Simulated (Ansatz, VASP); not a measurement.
# CuI (Marshite) in two plane-wave programs

One calculation is typed for both programs; each brings its own data sets and cutoff. How far apart do they land? Other levels of theory on this material are compared in a session of their own.

Method: plane waves, with VASP 6.6.1 beside it; band structure at LDA, band structure at PBE and band structure at r2SCAN, in Ansatz 0.2.0.

The database entry behind the starting cell differs from later determinations by our own check (about 0.15 % long (mineral sample)), so it need not match the best structure at ambient conditions.

## 1. Set-up

Symmetry: F-43m, No. 216, cubic system. The conventional cell has a = 6.063 Å, b = 6.063 Å, c = 6.063 Å, α = 90.00°, β = 90.00°, γ = 90.00°. Nearest to Cu lie 4 I at 2.63 Å. Nearest to I lie 4 Cu at 2.63 Å. Farther neighbours and most contacts between anions are not listed.

Coordinates:

```
Cu I
1.0
     0.00000    3.03150    3.03150
     3.03150    0.00000    3.03150
     3.03150    3.03150    0.00000
Cu I
1 1
Cartesian
  1.5157 1.5157 1.5157
  0.0000 0.0000 0.0000
```

## 2. VASP: band structure, LDA

The same path points are solved in both programs, so levels can be compared one by one.

Lines of VASP's logs that name or quote its potential files are left out, and so is its time.

File INCAR:

```
SYSTEM = CuI
PREC = Accurate
ENCUT = 400
EDIFF = 1E-06
NELM = 100
ISMEAR = 0
SIGMA = 0.02
LREAL = .FALSE.
ALGO = Normal
GGA = CA
NBANDS = 21
LORBIT = 11
LWAVE = .FALSE.
LCHARG = .FALSE.
KPAR = 4
```

File POSCAR:

```
CuI
1.0
    0.0000000000      3.0315000000      3.0315000000
    3.0315000000      0.0000000000      3.0315000000
    3.0315000000      3.0315000000      0.0000000000
Cu I
1 1
Direct
    0.2500000000      0.2500000000      0.2500000000
    0.0000000000      0.0000000000      0.0000000000
```

File KPOINTS:

```
Automatic mesh
0
Gamma
4 4 4
0 0 0
```

File KPOINTS_OPT:

```
Line mode
16
Line-mode
Reciprocal
  0.00000000   0.00000000   0.00000000 GAMMA
  0.50000000   0.00000000   0.50000000 X

  0.50000000   0.00000000   0.50000000 X
  0.50000000   0.25000000   0.75000000 W

  0.50000000   0.25000000   0.75000000 W
  0.37500000   0.37500000   0.75000000 K

  0.37500000   0.37500000   0.75000000 K
  0.00000000   0.00000000   0.00000000 GAMMA

  0.00000000   0.00000000   0.00000000 GAMMA
  0.50000000   0.50000000   0.50000000 L

  0.50000000   0.50000000   0.50000000 L
  0.62500000   0.25000000   0.62500000 U

  0.62500000   0.25000000   0.62500000 U
  0.50000000   0.25000000   0.75000000 W

  0.50000000   0.25000000   0.75000000 W
  0.50000000   0.50000000   0.50000000 L

  0.50000000   0.50000000   0.50000000 L
  0.37500000   0.37500000   0.75000000 K

  0.62500000   0.25000000   0.62500000 U
  0.50000000   0.00000000   0.50000000 X
```

PAW data sets: Cu and I (PBE family, release 64).

Command:

```bash
$ mpirun -np 4 vasp_std
```

Numbers of over 12 decimals in the logs are rounded to 6 here.

Output:

```text
[banner, memory and clock lines left out]
running    4 mpi-ranks, on    1 nodes
 distrk:  each k-point on    1 cores,    4 groups
 distr:  one band on    1 cores,    1 groups

 POSCAR found type information on POSCAR CuI
 POSCAR found :  2 types and       2 ions
|                                                                             |
|               ----> ADVICE to this user running VASP <----                  |
|                                                                             |
|     You enforced a specific xc type in the INCAR file but a different       |
|     [... a line on the potential file left out ...]
|     I HOPE YOU KNOW WHAT YOU ARE DOING!                                     |
|                                                                             |

 LDA part: xc-table for (Slater(with rela. corr.)+CA(PZ))
 , standard interpolation
 POSCAR, INCAR and KPOINTS ok, starting setup
 FFT: planning ... GRIDC
 FFT: planning ... GRID_SOFT
 FFT: planning ... GRID
 WAVECAR not read
 entering main loop
       N       E                     dE             d eps       ncg     rms          rms(c)
DAV:   1     0.926000300290E+02    0.92600E+02   -0.59758E+03   336   0.737E+02
DAV:   2     0.346069012783E+00   -0.92254E+02   -0.81346E+02   356   0.184E+02
DAV:   3    -0.706128189539E+01   -0.74074E+01   -0.72639E+01   417   0.563E+01
DAV:   4    -0.724159124449E+01   -0.18031E+00   -0.18008E+00   406   0.778E+00
DAV:   5    -0.725024101547E+01   -0.86498E-02   -0.86489E-02   508   0.197E+00    0.561E+00
DAV:   6    -0.715055269959E+01    0.99688E-01   -0.31888E+00   396   0.413E+01    0.381E+00
DAV:   7    -0.691453885879E+01    0.23601E+00   -0.73950E-01   401   0.251E+01    0.144E+00
DAV:   8    -0.691276418239E+01    0.17747E-02   -0.44032E-02   536   0.328E+00    0.499E-01
DAV:   9    -0.690960259449E+01    0.31616E-02   -0.81800E-03   465   0.209E+00    0.217E-01
DAV:  10    -0.690962529713E+01   -0.22703E-04   -0.34063E-04   414   0.933E-02    0.170E-01
DAV:  11    -0.690948713941E+01    0.13816E-03   -0.34972E-04   465   0.530E-01    0.116E-02
DAV:  12    -0.690949381996E+01   -0.66805E-05   -0.54070E-05   502   0.552E-02    0.283E-02
DAV:  13    -0.690949272571E+01    0.10942E-05   -0.10126E-06   404   0.170E-02    0.829E-03
DAV:  14    -0.690949222392E+01    0.50180E-06   -0.93616E-07   258   0.249E-02
   1 F= -.69094922E+01 E0= -.69094922E+01  d E =-.241400E-27
 Start KPOINTS_OPT (optional k-point list driver)
k-point batch [1-8\160]
       N       E                     dE             ncg
DAV:   1     0.972624644937E+03    0.48691E+02      341
DAV:   2     0.172776330321E+03   -0.79985E+03      356
DAV:   3     0.107065241944E+03   -0.65711E+02      381
DAV:   4     0.105163455848E+03   -0.19018E+01      409
DAV:   5     0.105079680742E+03   -0.83775E-01      494
DAV:   6     0.105077522455E+03   -0.21583E-02      438
DAV:   7     0.105077488767E+03   -0.33688E-04      494
DAV:   8     0.105077488100E+03   -0.66725E-06      302
[...]
k-point batch [153-160\160]
       N       E                     dE             ncg
DAV:   1     0.824026698312E+03   -0.37076E+04      341
DAV:   2     0.948305381589E+02   -0.72920E+03      361
DAV:   3     0.301387879426E+02   -0.64692E+02      467
DAV:   4     0.287416520191E+02   -0.13971E+01      430
DAV:   5     0.286800206786E+02   -0.61631E-01      494
DAV:   6     0.286788429073E+02   -0.11778E-02      443
DAV:   7     0.286787962384E+02   -0.46669E-04      492
DAV:   8     0.286787960738E+02   -0.16454E-06      363
```

Parts of OUTCAR (step 2):

```text
ion  position               nearest neighbor table
   1  0.250  0.250  0.250-   2 2.63   2 2.63   2 2.63   2 2.63
   2  0.000  0.000  0.000-   1 2.63   1 2.63   1 2.63   1 2.63

  LATTYP: Found a face centered cubic cell.
 ALAT       =     6.0630000000

 Subroutine GETGRP returns: Found 24 space group operations
 (whereof 24 operations were pure point group operations)

The static configuration has the point symmetry T_d .

 Found      8 irreducible k-points:

   k-points           NKPTS =      8   k-points in BZ     NKDIM =      8   number of bands    NBANDS=     21

   dimension x,y,z NGX =    28 NGY =   28 NGZ =   28
   dimension x,y,z NGXF=    56 NGYF=   56 NGZF=   56

   ENCUT  =  400.0 eV  29.40 Ry    5.42 a.u.   6.99  6.99  6.99*2*pi/ulx,y,z

   NELECT =      18.0000    total number of electrons

 k-points in reciprocal lattice and weights: Automatic mesh
   0.00000000  0.00000000  0.00000000       0.016
   0.25000000  0.00000000  0.00000000       0.125
   0.50000000  0.00000000  0.00000000       0.062
   0.25000000  0.25000000  0.00000000       0.094
   0.50000000  0.25000000  0.00000000       0.375
  -0.25000000  0.25000000  0.00000000       0.188
   0.50000000  0.50000000  0.00000000       0.047
  -0.25000000  0.50000000  0.25000000       0.094

 average (electrostatic) potential at core
       1 -65.5698       2 -92.2465

 E-fermi :   4.2421

 k-point     1 :       0.0000    0.0000    0.0000
  band No.  band energies     occupation
    ...
      5       2.1657      2.00000
      6       2.1657      2.00000
      7       4.0924      2.00000
      8       4.0924      2.00000
      9       4.0924      2.00000
     10       5.0702      0.00000
     11       8.9281      0.00000
     12       8.9281      0.00000
     13       8.9281      0.00000
     14      12.0551      0.00000
    ...

 k-point     2 :       0.2500    0.0000    0.0000
  band No.  band energies     occupation
    ...
      5       2.1562      2.00000
      6       2.1562      2.00000
      7       2.7551      2.00000
      8       3.7105      2.00000
      9       3.7105      2.00000
     10       6.2505      0.00000
     11       9.4636      0.00000
     12       9.4825      0.00000
     13       9.4825      0.00000
     14      12.8093      0.00000
    ...

 k-point     3 :       0.5000    0.0000    0.0000
  band No.  band energies     occupation
    ...
      5       2.1927      2.00000
      6       2.1927      2.00000
      7       2.2386      2.00000
      8       3.3645      2.00000
      9       3.3645      2.00000
     10       6.1365      0.00000
     11       9.4625      0.00000
     12       9.4625      0.00000
     13      11.3227      0.00000
     14      13.0384      0.00000
    ...

  Total       -1.4297517     -1.4297517     -1.4297517      0.0000000      0.0000000      0.0000000
  in kB      -41.1119878    -41.1119878    -41.1119878      0.0000000      0.0000000      0.0000000
  external PRESSURE =     -41.1119878 kB  Pullay stress =       0.0000000 kB

  energy-cutoff  :      400.00
  volume of cell :       55.72
      direct lattice vectors                 reciprocal lattice vectors
     0.000000000  3.031500000  3.031500000    -0.164934851  0.164934851  0.164934851
     3.031500000  0.000000000  3.031500000     0.164934851 -0.164934851  0.164934851
     3.031500000  3.031500000  0.000000000     0.164934851  0.164934851 -0.164934851

 POSITION                                       TOTAL-FORCE (eV/Angst)
 -----------------------------------------------------------------------------------
      1.51575      1.51575      1.51575        -0.000000     -0.000000     -0.000000
      0.00000      0.00000      0.00000         0.000000      0.000000      0.000000
 -----------------------------------------------------------------------------------
    total drift:                                0.000001      0.000001      0.000001

  FREE ENERGIE OF THE ION-ELECTRON SYSTEM (eV)
  ---------------------------------------------------
  free  energy   TOTEN  =        -6.9094922239 eV

  energy  without entropy=       -6.9094922239  energy(sigma->0) =       -6.90949222

 total charge
# of ion       s       p       d       tot
------------------------------------------
    1        0.336   0.269   9.339   9.944
    2        1.492   2.739   0.052   4.283
--------------------------------------------------
tot          1.828   3.009   9.391  14.227

[... 3 further parts left out ...]
```

At this level the cell is under a tension of 4.1 GPa, so at these settings it is away from equilibrium.

## 3. Ansatz: band structure, LDA

Ansatz runs on its default PAW (the set named soft_2) files.

The same cell, functional (in two slightly different forms), mesh and smearing now go to Ansatz, which takes its cutoff from its data sets.

File input.yaml:

```yaml
crystal:
  lattice:
    - [0.0, 3.0315, 3.0315]
    - [3.0315, 0.0, 3.0315]
    - [3.0315, 3.0315, 0.0]
  atoms:
    - { symbol: Cu, position: [0.25, 0.25, 0.25] }
    - { symbol: I, position: [0.0, 0.0, 0.0] }
hamiltonian:
  xc: lda
  pseudopotentials: { kind: paw }
kpoints:
  mp_grid: { grid: [4, 4, 4] }
  band_path:
    path:
      - [0.0, 0.0, 0.0]
      - [0.16667, 0.0, 0.16667]
      - [0.33333, 0.0, 0.33333]
      - [0.5, 0.0, 0.5]
      - [0.5, 0.08333, 0.58333]
      - [0.5, 0.18333, 0.68333]
      - [0.5, 0.25, 0.75]
      - [0.45, 0.3, 0.75]
      - [0.40833, 0.34167, 0.75]
      - [0.35, 0.35, 0.7]
      - [0.225, 0.225, 0.45]
      - [0.075, 0.075, 0.15]
      - [0.03333, 0.03333, 0.03333]
      - [0.23333, 0.23333, 0.23333]
      - [0.4, 0.4, 0.4]
      - [0.51667, 0.46667, 0.51667]
      - [0.55833, 0.38333, 0.55833]
      - [0.60833, 0.28333, 0.60833]
      - [0.60833, 0.25, 0.64167]
      - [0.55833, 0.25, 0.69167]
      - [0.51667, 0.25, 0.73333]
      - [0.5, 0.3, 0.7]
      - [0.5, 0.38333, 0.61667]
      - [0.5, 0.48333, 0.51667]
      - [0.475, 0.475, 0.55]
      - [0.425, 0.425, 0.65]
      - [0.38333, 0.38333, 0.73333]
      - [0.59167, 0.18333, 0.59167]
      - [0.55, 0.1, 0.55]
      - [0.5, 0.0, 0.5]
    npoints: 1
scf:
  occupations: { method: gaussian, width: 0.02 }
  n_extra_bands: 7
output:
  forces: true
  stress: true
  eigenvalues: true
```

Command:

```bash
$ ansatz run input.yaml --threads 2 --pin off --max-ram 4608MiB --backend cpu --events-out ev --progress --plain --runs-dir out
```

Output:

```text
scf.n_extra_bands = 7 over 18 filled bands (N_el = 36.0): the run solves 25 bands
Engine: ansatz 0.2.0, aarch64-unknown-linux-gnu
Pseudopotentials: kind: paw
Pseudopotential: Cu, paw, valence charge 19, recommended cutoff 420 eV (normal), Cu.paw.azcp
Pseudopotential: I, paw, valence charge 17, recommended cutoff 420 eV (normal), I.paw.azcp
Functional definition: SPW92
  exchange = slater_x
  correlation = pw_c
Crystal: 2 atoms, lattice volume = 55.719 Å³
Basis set: ecut = 420 eV, 1067 PW (Γ)
Bands: 25, of which v1, the nominal top of the filled ones, is band 18 counted from 1 (17 counted from 0)
Symmetry: 24 space group operations
Space group: F-43m (ITA 216), of the structure as read, at distance tolerance 3.8e-5 Å
k-points: 8 of 64 (time reversal used)
Non-local potential: Cu, projectors of the file, l = 0: 3, l = 1: 2, l = 2: 3, l = 3: 1
Non-local potential: I, projectors of the file, l = 0: 2, l = 1: 2, l = 2: 2, l = 3: 2
PAW form: soft (Blöchl's): semilocal exchange-correlation on the pseudo side does not see the compensation charge
PAW frozen core: Cu, regenerated for the run's functional, and the local potential with it (the file was generated under x = pbe(κ = 0.804, μ = 0.219515), c = pbe(β = 0.066725))
PAW frozen core: I, regenerated for the run's functional, and the local potential with it (the file was generated under x = pbe(κ = 0.804, μ = 0.219515), c = pbe(β = 0.066725))
PAW one-centre angular grid: Cu, 590 points (default); XC on 64 Gauss nodes
PAW one-centre angular grid: I, 590 points (default); XC on 64 Gauss nodes
Initial density: superposition of atomic densities (neutral atoms: chi_scale 0, normalization atom), corrected by the library's trained network
Initial wavefunctions: pseudopotential atomic-orbital guess
Functional: x = slater, c = lda
SCF iter   1: F=—  HF=-13911.685550 eV  |F-HF|=—  |Δ(HF+E_count)|=         —  Δρ=9.67e-3  dr2=2.22e-2  ethr=1.77e-3  ⟨swp⟩=6.2  Hψ=999  notcnv=0
preconditioner: auto → none  [insulator: Δε(μ)=0.850 eV  Ē_g=11.043 eV  σ=0.020 eV  W_gap=1.00  n_scr=14 (ndim 8)  ℏωp=21.1 eV  f_vac=0.179  D(μ)=0.00/eV (n_scr^D=0)  ε∞_Penn≈4.7]
SCF iter   2: F=—  HF=-13911.689569 eV  |F-HF|=—  |Δ(HF+E_count)|=   4.02e-3  Δρ=1.03e-2  dr2=4.12e-2  ethr=6.17e-5  ⟨swp⟩=2.5  Hψ=455  notcnv=0  defer=21
SCF iter   3: F=—  HF=-13911.679187 eV  |F-HF|=—  |Δ(HF+E_count)|=   1.04e-2  Δρ=2.71e-3  dr2=1.71e-3  ethr=6.17e-5  ⟨swp⟩=2.5  Hψ=350  notcnv=0  defer=21
SCF iter   4: F=—  HF=-13911.678939 eV  |F-HF|=—  |Δ(HF+E_count)|=   2.48e-4  Δρ=4.73e-4  dr2=5.29e-5  ethr=4.75e-6  ⟨swp⟩=2.0  Hψ=302  notcnv=0  defer=21
SCF iter   5: F=—  HF=-13911.678936 eV  |F-HF|=—  |Δ(HF+E_count)|=   3.56e-6  Δρ=7.61e-5  dr2=2.39e-6  ethr=1.47e-7  ⟨swp⟩=2.0  Hψ=291  notcnv=0  defer=21
SCF iter   6: F=-13911.678935 eV  HF=-13911.678935 eV  |F-HF|=5.72e-9  |Δ(HF+E_count)|=   4.46e-7  Δρ=5.71e-6  dr2=9.19e-9  ethr=2.78e-10  ⟨swp⟩=8.4  Hψ=1069  notcnv=0
SCF 1 converged in 6 iterations: F = -13911.678935 eV  dr2 = 9.19e-9
  greatest PAW one-centre occupation: 1.000 electrons in one spin orbital (limit 2), on the Cu atom at site 0 (counted from 0), in its partial waves of l = 0
NSCF: frozen V_eff on 30 k-points
SCF converged after 6 iterations
Free energy (F): -13911.678935 eV
Harris-Foulkes:  -13911.678935 eV  (|F-HF|=5.72e-9)
Internal energy: -13911.678935 eV  (E = F + TS)
E sigma→0 (E₀):  -13911.678935 eV
Fermi energy:    8.251697 eV
--- Per-component energies (eV) ---
  E_band       = -875.894033
  E_kinetic    = 490.892613
  E_local      = -7631.561154  (includes V_loc(G=0)·N_el)
  E_nonlocal   = 322.659039
  E_hartree    = 3539.277273
  E_xc         = -213.992175
  E_vxc        = -241.125506  (∫ρ·V_xc dr)
  E_paw        = -6266.054253  (= ΣΔE_a)
  E_vpaw       = -895.321569  (= ΣTr[D̂ρ^β])
  E_aug_tail   = 0.000299  (compensation charges beyond the density's cutoff)
  E_ewald      = -4154.131452
  E_core_change = 1.230875  (= ΣΔE_core)
  E_smearing   = -0.000000  (= −TS)
  E_closure    = -0.000000  (closes the sum)
  Σ components = -13911.678935   (vs F -13911.678935, Δ=0.00e0)
--- Forces (eV/Å), atoms counted from 1 ---
  atom   1  Cu    -0.00000000     0.00000000     0.00000000
  atom   2  I      0.00000000    -0.00000000     0.00000000
  max |Σ_I F_I| component: 1.85e-17 eV/Å
--- Stress (GPa, compression-positive) ---
       -4.157796      -0.000000      -0.000000
        0.000000      -4.157796       0.000000
       -0.000000       0.000000      -4.157796
  P = ⅓ Tr σ = -4.1578 GPa (-41.578 kbar)
--- Band table (eV; the first three rows and the last of 8) ---
  k-point 0: bands = [... 14 lower, 5.8715, 7.7863, 7.7863, 7.7863, 8.7166, 12.6499, 12.6499, 12.6499, ... 3 higher]
  k-point 1: bands = [... 14 lower, 5.8623, 6.4573, 7.4069, 7.4069, 9.9151, 13.1551, 13.2053, 13.2053, ... 3 higher]
  k-point 2: bands = [... 14 lower, 5.8992, 5.9444, 7.0623, 7.0623, 9.8106, 13.1904, 13.1904, 15.0027, ... 3 higher]
  k-point 7: bands = [... 14 lower, 5.8249, 5.9531, 6.1236, 6.4781, 12.2372, 12.3659, 13.7152, 14.0880, ... 3 higher]
```

The job ended after 1.9 s (2 threads of Arm Neoverse V1, shared host; peak memory 0.3 GiB).

## 4. Side by side

Known differences besides the potentials themselves: the two LDA forms differ slightly; the data sets hold 36 valence electrons in Ansatz (default PAW (the set named soft_2) files) and 18 in VASP; the cutoff is 420 eV in Ansatz and 400 eV in VASP; Ansatz makes its cores anew for this functional, VASP keeps those of its PBE data sets; VASP's log shows a relativistic correction to its local exchange, Ansatz's none. Total energies have different zeros and are not compared.

Both answers:

| quantity | Ansatz | VASP | difference |
| --- | --- | --- | --- |
| pressure (GPa) | -4.16 | -4.11 | -0.05 |
| gap over the path points (eV) | 0.930 | 0.978 | -0.047 |

Levels at points of the path, from each program's valence-band top (eV; 4 filled, then empty):

| k (reciprocal lattice) | Ansatz | VASP |
| --- | --- | --- |
| 0.000 0.000 0.000 | -1.92 0.00 0.00 0.00 0.93 4.86 4.86 | -1.93 0.00 0.00 0.00 0.98 4.84 4.84 |
| 0.167 0.000 0.167 | -1.89 -0.81 -0.50 -0.50 2.49 3.83 5.81 | -1.91 -0.81 -0.51 -0.51 2.53 3.82 5.78 |
| 0.333 0.000 0.333 | -1.85 -1.45 -1.24 -1.24 2.84 3.20 7.44 | -1.86 -1.46 -1.25 -1.25 2.83 3.21 7.44 |
| 0.500 0.000 0.500 | -1.86 -1.83 -1.54 -1.54 2.60 2.83 9.00 | -1.87 -1.84 -1.55 -1.55 2.60 2.82 9.03 |
| 0.500 0.083 0.583 | -1.91 -1.83 -1.58 -1.46 2.92 3.12 8.30 | -1.92 -1.85 -1.59 -1.47 2.91 3.11 8.29 |
| 0.500 0.183 0.683 | -1.96 -1.83 -1.65 -1.33 3.98 4.02 6.71 | -1.97 -1.84 -1.66 -1.34 3.97 4.03 6.71 |
| 0.500 0.250 0.750 | -1.96 -1.83 -1.66 -1.31 4.45 4.58 5.93 | -1.97 -1.84 -1.68 -1.32 4.46 4.57 5.93 |
| 0.450 0.300 0.750 | -1.92 -1.81 -1.64 -1.30 3.80 4.58 6.40 | -1.93 -1.82 -1.66 -1.31 3.80 4.58 6.39 |
| 0.408 0.342 0.750 | -1.89 -1.78 -1.59 -1.29 3.18 4.57 7.15 | -1.91 -1.79 -1.60 -1.30 3.18 4.57 7.13 |
| 0.350 0.350 0.700 | -1.91 -1.72 -1.59 -1.18 3.12 4.97 7.22 | -1.92 -1.73 -1.60 -1.19 3.12 4.98 7.19 |

Among the levels compared at these points, filled levels agree within 13 meV and empty ones within 47 meV. Ansatz's pressure holds a Pulay correction of 0.05 GPa; VASP's holds none.

(Continued in part 2 of 2.)

[Lines on the potential files, build, host, timing and source positions are cut from VASP's logs without a mark.]

[Logs are printed without paths, hosts, clocks, repeated set-up lines and the standing remarks that a program may print on its own settings, such as how far it seeks lower states.]

[Hosts, paths, dates, database ids (printed as entryN), source tags and the programs' standing remarks are cut or masked in the printed files.]
